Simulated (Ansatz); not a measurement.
**Potassium (simple cubic) across density functionals**

All rows: Ansatz, plane waves with scalar-relativistic PAW, 420 eV (500 eV for the SCAN forms), relaxed under each functional, no dispersion correction, no zero-point motion. B₀ comes from uniform scaling at fixed shape; a dash is a value not given.

```
functional  V (Å³/atom)         cell  B₀ (GPa)     magnetic state  ΔE to bcc (meV/atom)
       PBE        79.28  a = 4.296 Å         3  spin not included                   105
    r²SCAN        79.43  a = 4.299 Å         3  spin not included                   109
    PBEsol        77.03  a = 4.255 Å         -  spin not included                   108
       LDA        69.06  a = 4.103 Å         3  spin not included                   109
    revPBE        85.67  a = 4.408 Å         2  spin not included                   103
      RPBE        86.47  a = 4.422 Å         2  spin not included                   102
      BLYP        85.71  a = 4.409 Å         2  spin not included                    81
```

LDA gives the smallest volume and RPBE the largest.
